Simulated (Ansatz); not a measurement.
**Σ3 (111) boundary in fcc Ir with C (interstitial): structure and resistance**

How much does the Σ3 (111) boundary in fcc Ir with C (interstitial) reflect electrons?

Calculated with Ansatz 0.2.0; Ansatz plane-wave DFT, PBE, PAW files; relaxation of a bicrystal slab with its lowest layers held; PAW set soft_1, in the first sound run; inputs show where later runs differ.

**1. The structure**

The cell holds 17 atoms: 16 Ir and 1 C. Cell: a = 5.430 Å, b = 2.715 Å, c = 26.517 Å, α = 90.0°, β = 90.0°, γ = 120.0°. It derives from Ir. built on the (1 1 1) plane; 2 overlapping atoms removed and the grains opened by 0 Å. Vacuum lies along c.

**2. Relaxing the bicrystal**

The boundary is built by mirroring the lower grain in the boundary plane and removing any atoms that overlap; then the C is put in at the boundary. A thin bicrystal slab is relaxed first, with the lowest layers held and the upper grain free to shift and open.

input.yaml

```yaml
crystal:
  lattice:
    - [5.4297315514, 0.0, 0.0]
    - [-1.3574328878, 2.3511427296, 0.0]
    - [0.0, 0.0, 26.5167503645]
  atoms:
    - { symbol: Ir, position: [0.5, 1.0, 0.1885600585] }
    - { symbol: Ir, position: [0.0, 1.0, 0.1885600585] }
    - { symbol: Ir, position: [0.6666666667, 0.6666666667, 0.2721554687] }
    - { symbol: Ir, position: [0.1666666667, 0.6666666667, 0.2721554687] }
    - { symbol: Ir, position: [0.8333333333, 0.3333333333, 0.3557508789] }
    - { symbol: Ir, position: [0.3333333333, 0.3333333333, 0.3557508789] }
    - { symbol: Ir, position: [0.0, 0.0, 0.4393462891] }
    - { symbol: Ir, position: [0.5, 0.0, 0.4393462891] }
    - { symbol: C, position: [0.1666666667, 0.6666666667, 0.4016342774] }
    - { symbol: Ir, position: [0.8333333333, 0.3333333333, 0.5229416992] }
    - { symbol: Ir, position: [0.3333333333, 0.3333333333, 0.5229416992] }
    - { symbol: Ir, position: [0.6666666667, 0.6666666667, 0.6065371094] }
    - { symbol: Ir, position: [0.1666666667, 0.6666666667, 0.6065371094] }
    - { symbol: Ir, position: [0.5, 1.0, 0.6901325196] }
    - { symbol: Ir, position: [0.0, 1.0, 0.6901325196] }
    - { symbol: Ir, position: [0.3333333334, 0.3333333333, 0.7737279298] }
    - { symbol: Ir, position: [0.8333333334, 0.3333333333, 0.7737279298] }
kpoints:
  mp_grid: { grid: [10, 10, 1] }
hamiltonian:
  xc: pbe
  pseudopotentials: { kind: paw, azcp: { folder: soft_1 } }
scf:
  occupations: { method: fermi_dirac, width: 0.1 }
relax:
  f_tol: 0.03
  max_steps: 80
  constraints: [{ sites: [0, 1, 2, 3] }]
```

Started as:

```bash
ansatz run input.yaml --threads 4 --pin off --max-ram 15360MiB --backend cpu --events-out ev --progress --plain --runs-dir out
```

Numbers of over 12 decimals in the logs are rounded to 6 here.

Log:

```text
Engine: ansatz 0.2.0, aarch64-unknown-linux-gnu
Pseudopotentials: kind: paw
Pseudopotential: Ir, paw, valence charge 17, recommended cutoff 420 eV (normal), soft_1/Ir.paw.azcp
Pseudopotential: C, paw, valence charge 4, recommended cutoff 420 eV (normal), soft_1/C.paw.azcp
Functional definition: PBE
  parameter kappa = 0.804
  parameter beta = 0.066725
  exchange = pbe_x(kappa = kappa, mu = beta*pi^2/3)
  correlation = pbe_c(beta = beta)
Crystal: 17 atoms, lattice volume = 338.515 Å³
Basis set: ecut = 420 eV, 6599 PW (Γ), exchange–correlation on 80×40×360 points (8 copies of the dense FFT grid, shifted against one another)
Bands: 166, of which v1, the nominal top of the filled ones, is band 138 counted from 1 (137 counted from 0)
Symmetry: 2 space group operations
Space group: Pm (ITA 6), of the structure as read, at distance tolerance 7.0e-5 Å
k-points: 36 of 100 (time reversal used)
Non-local potential: Ir, projectors of the file, l = 0: 3, l = 1: 2, l = 2: 2, l = 3: 1
Non-local potential: C, projectors of the file, l = 0: 2, l = 1: 2, l = 2: 1
PAW form: soft (Blöchl's): semilocal exchange-correlation on the pseudo side does not see the compensation charge
PAW one-centre angular grid: Ir, 590 points (default); XC on 64 Gauss nodes
PAW one-centre angular grid: C, 110 points (default); XC on 64 Gauss nodes
Initial density: superposition of atomic densities (neutral atoms: chi_scale 0, normalization atom)
Initial wavefunctions: pseudopotential atomic-orbital guess
Functional: x = pbe(κ = 0.804, μ = 0.219515), c = pbe(β = 0.066725)
SCF iter   1: F=—  HF=-191234.012770 eV  |F-HF|=—  |Δ(HF+E_count)|=         —  Δρ=5.05e-2  dr2=1.22e1  ethr=3.10e-3  ⟨swp⟩=7.1  Hψ=24273  notcnv=0  defer=80
preconditioner: auto → LDOS  [metal: Δε(μ)=0.007 eV  Ē_g=7.219 eV  σ=0.100 eV  W_gap=0.02  n_scr=82 (ndim 8)  ℏωp=24.6 eV  f_vac=0.291  D(μ)=15.63/eV (n_scr^D=150)  β→1.0]
SCF iter   2: F=—  HF=-191233.028988 eV  |F-HF|=—  |Δ(HF+E_count)|=   9.84e-1  Δρ=3.32e-2  dr2=6.30e0  ethr=3.10e-3  ⟨swp⟩=3.9  Hψ=14704  notcnv=0  defer=198
SCF iter   3: F=—  HF=-191231.531694 eV  |F-HF|=—  |Δ(HF+E_count)|=    1.50e0  Δρ=6.93e-3  dr2=4.67e-1  ethr=2.28e-3  ⟨swp⟩=2.9  Hψ=10765  notcnv=0  defer=197
SCF iter   4: F=—  HF=-191231.429289 eV  |F-HF|=—  |Δ(HF+E_count)|=   1.02e-1  Δρ=2.22e-3  dr2=2.57e-2  ethr=1.69e-4  ⟨swp⟩=3.1  Hψ=12513  notcnv=0  defer=206
SCF iter   5: F=—  HF=-191231.424542 eV  |F-HF|=—  |Δ(HF+E_count)|=   4.75e-3  Δρ=6.67e-4  dr2=2.69e-3  ethr=9.33e-6  ⟨swp⟩=2.9  Hψ=10625  notcnv=0  defer=206
SCF iter   6: F=—  HF=-191231.424672 eV  |F-HF|=—  |Δ(HF+E_count)|=   1.30e-4  Δρ=2.65e-4  dr2=4.99e-4  ethr=9.75e-7  ⟨swp⟩=2.7  Hψ=10707  notcnv=0  defer=206
SCF iter   7: F=—  HF=-191231.424715 eV  |F-HF|=—  |Δ(HF+E_count)|=   4.31e-5  Δρ=9.96e-5  dr2=7.64e-5  ethr=1.81e-7  ⟨swp⟩=2.5  Hψ=9684  notcnv=0  defer=206
SCF iter   8: F=-191231.424726 eV  HF=-191231.424734 eV  |F-HF|=8.35e-6  |Δ(HF+E_count)|=   1.91e-5  Δρ=4.35e-5  dr2=1.65e-5  ethr=8.15e-9  ⟨swp⟩=5.9  Hψ=22669  notcnv=0
SCF 1 converged in 8 iterations: F = -191231.424726 eV  dr2 = 1.65e-5
  greatest PAW one-centre occupation: 1.000 electrons in one spin orbital (limit 2), on the Ir atom at site 11 (counted from 0), in its partial waves of l = 0
relax step   1: F+E_penalty+E_count = -191231.42472570 eV  Δ(F+E_penalty+E_count) = +0.000e0 eV  max|allowed force component| = 5.867e0 eV/Å  Δτ_max = 0.0000 Å  (8 SCF iters, dr2 threshold 2.25e-5 eV, accepted)
Initial density: handed on by an earlier stage of this run
Initial wavefunctions: those handed on with the density
iter 1 solved again at ethr=1.02e-3 eV; its pass at ethr=3.10e-3 eV (dr2=2.82e0 eV) is discarded
SCF iter   1: F=—  HF=-191233.342304 eV  |F-HF|=—  |Δ(HF+E_count)|=         —  Δρ=1.47e-2  dr2=2.81e0  ethr=1.02e-3  ⟨swp⟩=1.6  Hψ=21300  notcnv=0  defer=148
preconditioner: auto → LDOS  [metal: Δε(μ)=0.001 eV  Ē_g=7.003 eV  σ=0.100 eV  W_gap=0.00  n_scr=82 (ndim 8)  ℏωp=24.6 eV  f_vac=0.292  D(μ)=16.48/eV (n_scr^D=166)  β→1.0]
SCF iter   2: F=—  HF=-191233.328981 eV  |F-HF|=—  |Δ(HF+E_count)|=   1.33e-2  Δρ=7.64e-3  dr2=5.59e-1  ethr=1.02e-3  ⟨swp⟩=2.9  Hψ=11323  notcnv=0  defer=148
SCF iter   3: F=—  HF=-191233.225658 eV  |F-HF|=—  |Δ(HF+E_count)|=   1.03e-1  Δρ=2.74e-3  dr2=8.23e-2  ethr=2.03e-4  ⟨swp⟩=2.5  Hψ=10792  notcnv=0  defer=165
SCF iter   4: F=—  HF=-191233.206373 eV  |F-HF|=—  |Δ(HF+E_count)|=   1.93e-2  Δρ=4.44e-4  dr2=1.77e-3  ethr=2.98e-5  ⟨swp⟩=2.6  Hψ=9704  notcnv=0  defer=171
SCF iter   5: F=—  HF=-191233.206113 eV  |F-HF|=—  |Δ(HF+E_count)|=   2.60e-4  Δρ=1.65e-4  dr2=1.96e-4  ethr=6.42e-7  ⟨swp⟩=2.9  Hψ=11414  notcnv=0  defer=171
SCF iter   6: F=-191233.206075 eV  HF=-191233.206095 eV  |F-HF|=2.01e-5  |Δ(HF+E_count)|=   1.83e-5  Δρ=6.61e-5  dr2=2.76e-5  ethr=3.62e-8  ⟨swp⟩=3.2  Hψ=23729  notcnv=0
SCF 2 converged in 6 iterations: F = -191233.206075 eV  dr2 = 2.76e-5
relax step   2: F+E_penalty+E_count = -191233.20607464 eV  Δ(F+E_penalty+E_count) = -1.781e0 eV  max|allowed force component| = 2.449e0 eV/Å  Δτ_max = 0.1945 Å  (6 SCF iters, dr2 threshold 1.00e-4 eV, accepted)
iter 1 solved again at ethr=1.16e-3 eV; its pass at ethr=3.10e-3 eV (dr2=3.20e0 eV) is discarded
SCF iter   1: F=—  HF=-191233.869622 eV  |F-HF|=—  |Δ(HF+E_count)|=         —  Δρ=1.66e-2  dr2=3.23e0  ethr=1.16e-3  ⟨swp⟩=1.6  Hψ=23484  notcnv=0  defer=159
preconditioner: auto → LDOS  [metal: Δε(μ)=0.007 eV  Ē_g=6.883 eV  σ=0.100 eV  W_gap=0.02  n_scr=82 (ndim 8)  ℏωp=24.6 eV  f_vac=0.285  D(μ)=16.83/eV (n_scr^D=170)  β→1.0]
SCF iter   2: F=—  HF=-191233.824594 eV  |F-HF|=—  |Δ(HF+E_count)|=   4.50e-2  Δρ=4.12e-3  dr2=1.66e-1  ethr=1.16e-3  ⟨swp⟩=2.0  Hψ=8259  notcnv=0  defer=159
SCF iter   3: F=—  HF=-191233.829056 eV  |F-HF|=—  |Δ(HF+E_count)|=   4.46e-3  Δρ=3.54e-3  dr2=1.95e-1  ethr=6.01e-5  ⟨swp⟩=2.9  Hψ=12509  notcnv=0  defer=166
SCF iter   4: F=—  HF=-191233.797041 eV  |F-HF|=—  |Δ(HF+E_count)|=   3.20e-2  Δρ=8.05e-4  dr2=7.23e-3  ethr=6.01e-5  ⟨swp⟩=2.2  Hψ=9807  notcnv=0  defer=171
SCF iter   5: F=—  HF=-191233.795132 eV  |F-HF|=—  |Δ(HF+E_count)|=   1.91e-3  Δρ=1.63e-4  dr2=1.89e-4  ethr=2.62e-6  ⟨swp⟩=2.8  Hψ=11145  notcnv=0  defer=183
SCF iter   6: F=-191233.795114 eV  HF=-191233.795135 eV  |F-HF|=2.10e-5  |Δ(HF+E_count)|=   3.63e-6  Δρ=5.80e-5  dr2=2.90e-5  ethr=3.62e-8  ⟨swp⟩=3.2  Hψ=25750  notcnv=0
SCF 3 converged in 6 iterations: F = -191233.795114 eV  dr2 = 2.90e-5
relax step   3: F+E_penalty+E_count = -191233.79511445 eV  Δ(F+E_penalty+E_count) = -5.890e-1 eV  max|allowed force component| = 1.009e0 eV/Å  Δτ_max = 0.1972 Å  (6 SCF iters, dr2 threshold 1.00e-4 eV, accepted)
[...]
relax step   4: F+E_penalty+E_count = -191234.12454585 eV  Δ(F+E_penalty+E_count) = -3.294e-1 eV  max|allowed force component| = 3.047e-1 eV/Å  Δτ_max = 0.1950 Å  (6 SCF iters, dr2 threshold 1.00e-4 eV, accepted)
[...]
relax step   5: F+E_penalty+E_count = -191234.25523642 eV  Δ(F+E_penalty+E_count) = -1.307e-1 eV  max|allowed force component| = 1.623e-1 eV/Å  Δτ_max = 0.2000 Å  (7 SCF iters, dr2 threshold 8.46e-6 eV, accepted)
[...]
relax step   6: F+E_penalty+E_count = -191234.27735843 eV  Δ(F+E_penalty+E_count) = -2.212e-2 eV  max|allowed force component| = 2.792e-1 eV/Å  Δτ_max = 0.1702 Å  (7 SCF iters, dr2 threshold 2.40e-6 eV, accepted)
[...]
relax step   7: F+E_penalty+E_count = -191234.28684681 eV  Δ(F+E_penalty+E_count) = -9.488e-3 eV  max|allowed force component| = 7.048e-2 eV/Å  Δτ_max = 0.0458 Å  (5 SCF iters, dr2 threshold 2.21e-5 eV, accepted)
SCF iter   1: F=—  HF=-191234.289580 eV  |F-HF|=—  |Δ(HF+E_count)|=         —  Δρ=3.21e-3  dr2=2.34e-2  ethr=4.21e-5  ⟨swp⟩=4.9  Hψ=15986  notcnv=0  defer=173
preconditioner: auto → LDOS  [metal: Δε(μ)=0.025 eV  Ē_g=6.666 eV  σ=0.100 eV  W_gap=0.06  n_scr=82 (ndim 8)  ℏωp=24.6 eV  f_vac=0.268  D(μ)=17.43/eV (n_scr^D=182)  β→1.0]
SCF iter   2: F=—  HF=-191234.289533 eV  |F-HF|=—  |Δ(HF+E_count)|=   4.73e-5  Δρ=7.79e-4  dr2=2.49e-3  ethr=8.48e-6  ⟨swp⟩=2.0  Hψ=9628  notcnv=0  defer=173
SCF iter   3: F=—  HF=-191234.288917 eV  |F-HF|=—  |Δ(HF+E_count)|=   6.16e-4  Δρ=3.05e-4  dr2=6.50e-4  ethr=9.02e-7  ⟨swp⟩=3.0  Hψ=12731  notcnv=0  defer=173
SCF iter   4: F=—  HF=-191234.288772 eV  |F-HF|=—  |Δ(HF+E_count)|=   1.45e-4  Δρ=7.56e-5  dr2=3.73e-5  ethr=2.36e-7  ⟨swp⟩=2.0  Hψ=8799  notcnv=0  defer=173
SCF iter   5: F=—  HF=-191234.288696 eV  |F-HF|=—  |Δ(HF+E_count)|=   7.58e-5  Δρ=2.02e-5  dr2=1.53e-6  ethr=1.35e-8  ⟨swp⟩=3.0  Hψ=11392  notcnv=0  defer=173
SCF iter   6: F=—  HF=-191234.288696 eV  |F-HF|=—  |Δ(HF+E_count)|=   2.08e-7  Δρ=8.14e-6  dr2=4.11e-7  ethr=5.55e-10  ⟨swp⟩=2.7  Hψ=10880  notcnv=0  defer=173
SCF iter   7: F=-191234.288696 eV  HF=-191234.288696 eV  |F-HF|=4.07e-9  |Δ(HF+E_count)|=   1.23e-7  Δρ=2.88e-6  dr2=3.75e-8  ethr=3.62e-11  ⟨swp⟩=3.6  Hψ=26608  notcnv=0
SCF 8 converged in 7 iterations: F = -191234.288696 eV  dr2 = 3.75e-8
relax step   8: F+E_penalty+E_count = -191234.28869638 eV  Δ(F+E_penalty+E_count) = -1.850e-3 eV  max|allowed force component| = 1.970e-2 eV/Å  Δτ_max = 0.0371 Å  (7 SCF iters, accepted)
SCF converged after 7 iterations
Free energy (F): -191234.288696 eV
Harris-Foulkes:  -191234.288696 eV  (|F-HF|=4.07e-9)
Internal energy: -191233.708252 eV  (E = F + TS)
E sigma→0 (E₀):  -191233.998474 eV
Entropy (-TS):   -0.580445 eV (-34.144 meV/atom)
Fermi energy:    15.737087 eV
--- Per-component energies (eV) ---
  E_band       = -3980.206746
  E_kinetic    = 8721.823353
  E_local      = -236526.413855  (includes V_loc(G=0)·N_el)
  E_nonlocal   = 3064.113284
  E_hartree    = 114707.919167
  E_xc         = -3726.123670
  E_vxc        = -4158.434729  (∫ρ·V_xc dr)
  E_paw        = -148343.205796  (= ΣΔE_a)
  E_vpaw       = -4497.148212  (= ΣTr[D̂ρ^β])
  E_aug_tail   = 0.005670  (compensation charges beyond the density's cutoff)
  E_ewald      = 70868.173596
  E_smearing   = -0.580445  (= −TS)
  E_closure    = 0.000000  (closes the sum)
  Σ components = -191234.288696   (vs F -191234.288696, Δ=0.00e0)
--- Forces (eV/Å), atoms counted from 1 ---
  atom   1  Ir    -0.01569932    -0.00906401     0.30050650
  atom   2  Ir    -0.00809992    -0.00467649     0.40458003
  atom   3  Ir     0.04504141     0.02600467    -0.23718762
  atom   4  Ir    -0.00128870    -0.00074403    -0.49089415
  atom   5  Ir    -0.00796801    -0.00460033     0.00560950
  atom   6  Ir     0.00663594     0.00383126    -0.01834060
  atom   7  Ir    -0.00074984    -0.00043292     0.00984684
  atom   8  Ir    -0.00074414    -0.00042963     0.00719395
  atom   9  C     -0.00589460    -0.00340325     0.00841089
  atom  10  Ir    -0.00401522    -0.00231819     0.01374198
  atom  11  Ir    -0.00145638    -0.00084084     0.01293950
  atom  12  Ir     0.00367195     0.00212000    -0.00079031
  atom  13  Ir    -0.00368071    -0.00212506     0.00327082
  atom  14  Ir    -0.00360942    -0.00208390    -0.00108753
  atom  15  Ir     0.00134821     0.00077839    -0.00256902
  atom  16  Ir     0.00016520     0.00009538     0.00452284
  atom  17  Ir    -0.00359280    -0.00207430    -0.01969584
  max |Σ_I F_I| component: 6.37e-5 eV/Å
--- Relaxed structure (8 steps of the walk, 8 accepted, 0 SCFs on fresh bases) ---
  F+E_penalty+E_count = -191234.28869638 eV   max|allowed force component| = 1.970e-2 eV/Å
  atoms:
    - { symbol: Ir, position: [0.500000, 1.000000, 0.188560] }
    - { symbol: Ir, position: [0.0, 1.000000, 0.188560] }
    - { symbol: Ir, position: [0.666667, 0.666667, 0.2721554687] }
    - { symbol: Ir, position: [0.166667, 0.666667, 0.2721554687] }
    - { symbol: Ir, position: [0.819034, 0.319034, 0.357289] }
    - { symbol: Ir, position: [0.332665, 0.332665, 0.358385] }
    - { symbol: Ir, position: [-0.099435, -0.099435, 0.458820] }
    - { symbol: Ir, position: [0.417780, -0.082220, 0.462996] }
    - { symbol: C, position: [0.130289, 0.630289, 0.408657] }
    - { symbol: Ir, position: [0.784629, 0.284629, 0.547537] }
    - { symbol: Ir, position: [0.281775, 0.281775, 0.548424] }
    - { symbol: Ir, position: [0.614192, 0.614192, 0.631781] }
    - { symbol: Ir, position: [0.115230, 0.615230, 0.632438] }
    - { symbol: Ir, position: [0.446495, 0.946495, 0.716292] }
    - { symbol: Ir, position: [-0.054051, 0.945949, 0.716585] }
    - { symbol: Ir, position: [0.280053, 0.280053, 0.799312] }
    - { symbol: Ir, position: [0.778567, 0.278567, 0.799461] }
```

Elapsed: 7.5 min, on 4 threads of Arm Neoverse V1, shared host; peak memory 2.2 GiB; 30 min of CPU time.

The steps of the relaxation:

| step | energy less that of the first step (eV) | largest force component (eV/Å) |
| --- | --- | --- |
| 1 | 0.0000 | 5.8671 |
| 2 | -1.7813 | 2.4489 |
| 3 | -2.3704 | 1.0092 |
| 4 | -2.6998 | 0.3047 |
| 5 | -2.8305 | 0.1623 |
| 6 | -2.8526 | 0.2792 |
| 7 | -2.8621 | 0.0705 |
| 8 | -2.8640 | 0.0197 |

Forces are held to the 2 operations that the run works with; a distortion that breaks them can't arise in this run.

The atoms that moved most (Å):

| atom | dx | dy | dz | length |
| --- | --- | --- | --- | --- |
| Ir15 | -0.220 | -0.127 | 0.701 | 0.746 |
| Ir14 | -0.218 | -0.126 | 0.694 | 0.738 |
| Ir8 | -0.335 | -0.193 | 0.627 | 0.737 |
| Ir17 | -0.223 | -0.129 | 0.682 | 0.729 |
| Ir13 | -0.209 | -0.121 | 0.687 | 0.728 |
| Ir16 | -0.217 | -0.125 | 0.678 | 0.723 |
| Ir11 | -0.210 | -0.121 | 0.676 | 0.718 |
| Ir12 | -0.214 | -0.123 | 0.669 | 0.713 |

Numbers from this step:

- free energy: -191234.2887 eV
- energy at zero smearing: -191233.9985 eV
- Fermi energy: 15.74 eV

The largest force component on a free atom ends at 0.020 eV/Å, under the tolerance of 0.03, after 8 steps.

(Part 1 of 2 ends here.)

[Logs are printed without paths, hosts, clocks, repeated set-up lines and the standing remarks that a program may print on its own settings, such as how far it seeks lower states.]

[Hosts, paths, dates, database ids (printed as entryN), source tags and the programs' standing remarks are cut or masked in the printed files.]
